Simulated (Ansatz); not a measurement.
# AlN: the cost of one run

Method: DFT PBEsol, scalar-relativistic, plane waves, PAW, in Ansatz 0.2.0.

1 further run of the same task is left out (set aside as unsound or not needed).

## (1) The system as given

The structure is hexagonal, space group P6_3mc (No. 186). Conventional cell: a = 3.111 Å, b = 3.111 Å, c = 4.978 Å, α = 90.00°, β = 90.00°, γ = 120.00°. Al (site symmetry 3m) is surrounded by 4 N at 1.89 to 1.92 Å. N (site symmetry 3m) has 4 Al at 1.89 to 1.92 Å as nearest neighbours.

Structure file:

```cif
data_structure
_symmetry_space_group_name_H-M 'P6_3mc'
_symmetry_Int_Tables_number 186
_cell_length_a 3.1110
_cell_length_b 3.1110
_cell_length_c 4.9780
_cell_angle_alpha 90.000
_cell_angle_beta 90.000
_cell_angle_gamma 120.000
_cell_volume 41.72
loop_
_atom_site_label
_atom_site_type_symbol
_atom_site_symmetry_multiplicity
_atom_site_Wyckoff_symbol
_atom_site_fract_x
_atom_site_fract_y
_atom_site_fract_z
_atom_site_occupancy
Al1 Al 2 b 0.33333 0.66667 0.00000 1
N1 N 2 b 0.33333 0.66667 0.38500 1
```

The structure comes from the Crystallography Open Database.

## (2) A change within the space group

Against the listed cell: strain xx, yy, zz, yz, xz, xy = -1.0, -1.0, -4.0, +0.0, +0.0, +0.0 %; atoms moved by 0.03 Å root mean square, at most 0.03 Å.

Input file input.yaml:

```yaml
crystal:
  lattice:
    - [3.081229861, 0.0, 0.0]
    - [-1.5406149305, 2.6684233345, 0.0]
    - [0.0, 0.0, 4.78102054]
  atoms:
    - { symbol: Al, position: [0.3333333333, 0.6666666667, 0.0060265167] }
    - { symbol: Al, position: [0.6666666667, 0.3333333333, 0.5060265167] }
    - { symbol: "N", position: [0.3333333333, 0.6666666667, 0.3789734833] }
    - { symbol: "N", position: [0.6666666667, 0.3333333333, 0.8789734833] }
basis:
  ecutwfc: 420
kpoints:
  mp_grid: { grid: [9, 9, 6] }
hamiltonian:
  xc: pbesol
scf:
  occupations: { method: gaussian, width: 0.02 }
output:
  forces: true
  stress: true
  eigenvalues: true
  populations: true
```

**Question.** How long does this run take on 1 thread of an x86-64 CPU, shared host, and how much memory does it need?

About 4.1 s, with a peak of 0.38 GiB.
